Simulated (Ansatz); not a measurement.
# AlN: response to strain

Aim: deform AlN (equal xy, yz and zx engineering shear strains of -1 %) and compute stress, forces and field gradients with LAPW, PAW and all-electron datasets made for the crystal.

Computed with Ansatz 0.2.0 (DFT PBE, scalar-relativistic, unless a step's input says otherwise).

## (1) The structure to begin with

It takes space group P6_3mc (No. 186, hexagonal). The conventional cell has a = 3.111 Å, b = 3.111 Å, c = 4.978 Å, α = 90.00°, β = 90.00°, γ = 120.00°. Al (site symmetry 3m) has 4 N at 1.89 to 1.92 Å as nearest neighbours. Around N (site symmetry 3m) lie 4 Al at 1.89 to 1.92 Å.

Coordinates:

```cif
data_structure
_symmetry_space_group_name_H-M 'P 1'
_symmetry_Int_Tables_number 1
_cell_length_a 3.1110
_cell_length_b 3.1110
_cell_length_c 4.9780
_cell_angle_alpha 90.000
_cell_angle_beta 90.000
_cell_angle_gamma 120.000
_cell_volume 41.72
loop_
_atom_site_label
_atom_site_type_symbol
_atom_site_fract_x
_atom_site_fract_y
_atom_site_fract_z
_atom_site_occupancy
Al1 Al 0.33333 0.66667 0.00000 1
Al2 Al 0.66667 0.33333 0.50000 1
N1 N 0.33333 0.66667 0.38500 1
N2 N 0.66667 0.33333 0.88500 1
```

Atoms are numbered in the order of the input: Al1, Al2, N3, N4.

## (2) After the deformation

Space group P6_3mc before, P1 after.

## (3) All-electron LAPW

File input.yaml:

```yaml
crystal:
  lattice:
    - [3.1110021516, -0.0155550108, -0.0155550108]
    - [-1.5689721103, 2.7019843999, -0.0056935291]
    - [-0.02489, -0.02489, 4.978]
  atoms:
    - { symbol: Al, position: [0.3333333333, 0.6666666667, 0.0] }
    - { symbol: Al, position: [0.6666666667, 0.3333333333, 0.5] }
    - { symbol: "N", position: [0.3333333333, 0.6666666667, 0.385] }
    - { symbol: "N", position: [0.6666666667, 0.3333333333, 0.885] }
kpoints:
  mp_grid: { grid: [11, 11, 6] }
  band_path:
    path:
      - [0.0, 0.0, 0.0]
      - [0.0, 0.0, 0.5]
      - [-0.5, 0.5, 0.0]
      - [0.0, 0.0, 0.0]
      - [0.0, -0.5, 0.0]
      - [-0.5, 0.0, 0.5]
      - [0.0, 0.0, 0.0]
      - [-0.5, 0.0, 0.0]
      - [0.0, -0.5, 0.5]
    npoints: 5
scf:
  occupations: { method: fermi_dirac, width: 0.02 }
hamiltonian:
  xc: pbe
  pseudopotentials: { kind: all_electron, lapw: { basis_error: 0.001 } }
output:
  forces: true
  stress: true
  eigenvalues: true
```

Launch:

```bash
> ansatz run input.yaml --threads 1 --pin off --max-ram 4096MiB --backend cpu --events-out ev --progress --plain --runs-dir out
```

## (4) Frozen-core PAW

File input.yaml:

```yaml
crystal:
  lattice:
    - [3.1110021516, -0.0155550108, -0.0155550108]
    - [-1.5689721103, 2.7019843999, -0.0056935291]
    - [-0.02489, -0.02489, 4.978]
  atoms:
    - { symbol: Al, position: [0.3333333333, 0.6666666667, 0.0] }
    - { symbol: Al, position: [0.6666666667, 0.3333333333, 0.5] }
    - { symbol: "N", position: [0.3333333333, 0.6666666667, 0.385] }
    - { symbol: "N", position: [0.6666666667, 0.3333333333, 0.885] }
kpoints:
  mp_grid: { grid: [11, 11, 6] }
scf:
  occupations: { method: fermi_dirac, width: 0.02 }
hamiltonian:
  xc: pbe
  pseudopotentials: { kind: paw }
output:
  forces: true
  stress: true
  eigenvalues: true
  efg: { contact_densities: true }
```

## (5) Datasets made for this crystal

input.yaml, as its differences from that of step 4:

```diff
@@ -16,3 +16,3 @@
   xc: pbe
-  pseudopotentials: { kind: paw }
+  pseudopotentials: { kind: all_electron, datasets: crystal }
 output:
```

(Steps that only read results are left out.)

Before running it: what results should come out? Wanted: pressure; largest shear or deviatoric stress.

The runs gave:

| quantity | value |
| --- | --- |
| pressure | LAPW 3.98, PAW 4.08, crystal datasets 3.98 GPa |
| largest shear or deviatoric stress (LAPW) | 1.80 GPa |

**Reading.** The largest part of the stress beyond the pressure is 1.80 GPa in size, in the xy component; the atoms are carried along and not relaxed. No run of the undeformed cell stands beside it, so the pressure holds what the given cell had before the change. PAW: stress within 0.10 GPa of LAPW, forces within 1 meV/Å. Crystal datasets: stress within 0.01 GPa of LAPW, forces within 1 meV/Å.
